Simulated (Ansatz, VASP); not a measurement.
**Two plane-wave programs on N**

Contents of INCAR:

```
PREC     = Accurate       # precision mode
ENCUT    = 520            # plane-wave cutoff, eV
EDIFF    = 1E-7           # SCF threshold, eV
ISMEAR   = -1             # smearing method
SIGMA    = 0.05           # smearing width, eV
LREAL    = False          # projectors in reciprocal space
LASPH    = True           # aspherical terms in the spheres
NELM     = 60             # most SCF steps
ALGO     = Normal         # electronic algorithm
ISIF     = 2              # what is computed and relaxed
LWAVE    = False          # write WAVECAR
LCHARG   = False          # write CHGCAR
GGA      = PE             # functional
NBANDS   = 18             # bands
```

Contents of KPOINTS:

```
Automatic mesh
0
Gamma
  7 7 5
```

Contents of POSCAR:

```
N
1.0
    4.0006903729      0.0000000000      0.0000000000
    0.0000000000      4.0006903729      0.0000000000
    0.0000000000      0.0000000000      5.2367823581
N
4
Direct
    0.4042752000      0.5957248000      0.5000000000
    0.0957248000      0.0957248000      0.0000000000
    0.5957248000      0.4042752000      0.5000000000
    0.9042752000      0.9042752000      0.0000000000
```

File input.yaml:

```yaml
crystal:
  lattice:
    - [4.0006903729, 0.0, 0.0]
    - [0.0, 4.0006903729, 0.0]
    - [0.0, 0.0, 5.2367823581]
  atoms:
    - { symbol: "N", position: [0.4042752, 0.5957248, 0.5] }
    - { symbol: "N", position: [0.0957248, 0.0957248, 0.0] }
    - { symbol: "N", position: [0.5957248, 0.4042752, 0.5] }
    - { symbol: "N", position: [0.9042752, 0.9042752, 0.0] }
hamiltonian:
  xc: pbe
  pseudopotentials: { kind: paw }
kpoints:
  mp_grid: { grid: [7, 7, 5] }
scf:
  occupations: { method: fermi_dirac, width: 0.05 }
output:
  forces: true
  stress: true
  eigenvalues: true
```

Change from the starting cell: volume scaled by 0.94.

Alike in both runs: task single point; functional PBE; k mesh 7 × 7 × 5; occupations fermi-dirac, width 0.05 eV; no spin polarisation.

|  | VASP | Ansatz |
| --- | --- | --- |
| version | VASP 6.6.1 | Ansatz 0.2.0 |
| potentials or method | VASP PAW PBE potentials, release 64 (N) | Ansatz PAW |
| plane-wave cutoff (eV) | 520 | 420 |
| valence electrons in the cell | 20 | 20 |

```csv
,VASP,Ansatz,Ansatz less VASP
gap on the k mesh at the Fermi level (eV),7.03,7.08,+0.048
least direct gap on the mesh (eV),7.23,7.28,+0.048
pressure (GPa),7.4,4.6,-2.78
largest component of the traceless stress (GPa),6.83,3.79,-3.032
rms of the force components (eV/Å),2.875,1.586,-1.2884
```

Atom by atom the forces differ by 1.288 eV/Å (rms over components).

Caveats: forces of over 1 eV/Å show positions far from the minimum, so gaps and moduli don't describe the material at rest; the standard files for N, O and F lose accuracy on very short bonds (VASP); an odd mesh through Γ misses points on the zone boundary, where band edges often lie (VASP); odd divisions of the mesh miss points on the zone boundary, where band edges often lie, so the gap on the mesh can be too wide (Ansatz); the pressure holds a Pulay correction of +0.4 GPa for the finite cutoff (Ansatz).
